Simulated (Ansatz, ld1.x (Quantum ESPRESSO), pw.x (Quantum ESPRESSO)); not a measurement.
**From atom to crystal: PAW potential for Cr**

| Property | Result |
| --- | --- |
| Element | chromium (Cr) |
| Generator | ld1.x (Quantum ESPRESSO) 7.5 |
| Type | PAW |
| Functional | PBE |
| Relativity | scalar-relativistic |
| Frozen core | [Ar] |
| Valence charge | 6 |
| Reference configuration | 3d5 4s1 4p0 |
| Partial waves | 4s (bound): rcut 2.75, rcutus 3.00 bohr; 4s channel at 0.2 Ry: rcut 2.75, rcutus 3.00 bohr; 4p (bound, empty): rcut 3.80, rcutus 4.00 bohr; 4p channel at 3.15 Ry: rcut 3.80, rcutus 4.00 bohr; 3d (bound): rcut 1.35, rcutus 1.85 bohr; 3d channel at 2.4 Ry: rcut 1.35, rcutus 1.85 bohr |
| Local potential | all-electron potential smoothed inside 1.45 bohr (lloc = -2) |
| Core correction | Bessel-smoothed model core inside 1.45 bohr |
| Augmentation charge | PSQ, radius 1.25 bohr |

Crystal test: fcc Cr in pw.x 7.5, no spin, 15³ k-points, Fermi–Dirac smearing 0.01 Ry, cutoffs 55/440 Ry. The reference is all-electron LAPW (Ansatz 0.2.0) with the same functional, mesh and smearing; V0 and B0 come from Birch–Murnaghan fits to the pressures at five volumes. Errors are pseudo minus all-electron; Δ is the rms difference of the E(V) curves that follow from these fits, minima aligned, over ±6 % about the mean V0. Mesh and smearing are coarse, so the numbers serve the comparison and aren't converged zero-temperature values; the lattice is a test structure that the element need not adopt. Spin polarisation and strong correlation are left out, which matters for this element.

All-electron: a0 = 3.626 Å (V0 = 11.92 Å³/atom), B0 = 234.3 GPa.

How far does the potential miss the all-electron equation of state?

mean pressure error (GPa): +15.22. The pressure does not cross zero within the volumes sampled, so no fit is given. The largest radius (4.00 bohr) exceeds half the bond length (2.42 bohr), so the spheres overlap, which is one possible source of error among others. This is a poor potential for the solid. Atomic configuration tests: 2 of 7 tests not solved or not reliable. The logarithmic derivative shows an extra or strongly shifted pseudo pole above the reference energy (s near 1.23 Ry).

```json
{"V (Å³/atom)": "11.350", "P all-electron (GPa)": "12.72", "P pseudo (GPa)": "31.53"}
{"V (Å³/atom)": "11.648", "P all-electron (GPa)": "5.67", "P pseudo (GPa)": "22.51"}
{"V (Å³/atom)": "11.947", "P all-electron (GPa)": "-0.53", "P pseudo (GPa)": "14.54"}
{"V (Å³/atom)": "12.246", "P all-electron (GPa)": "-5.97", "P pseudo (GPa)": "7.46"}
{"V (Å³/atom)": "12.544", "P all-electron (GPa)": "-10.76", "P pseudo (GPa)": "1.21"}
```

At the middle volume, how do free energy and pressure move when the wave cutoff is lowered (ecutrho held at 440 Ry)?

```csv
cutoff (Ry),shift of F (meV/atom),shift of P (GPa)
25,+386.1,-36.92
33,+28.8,-0.21
44,+13.3,-0.80
```

The run at the middle volume (120 k-points, 7 iterations) took about 8.5 s on one core of a shared host (Neoverse-V2, 96 threads, 742 GiB, load 35).
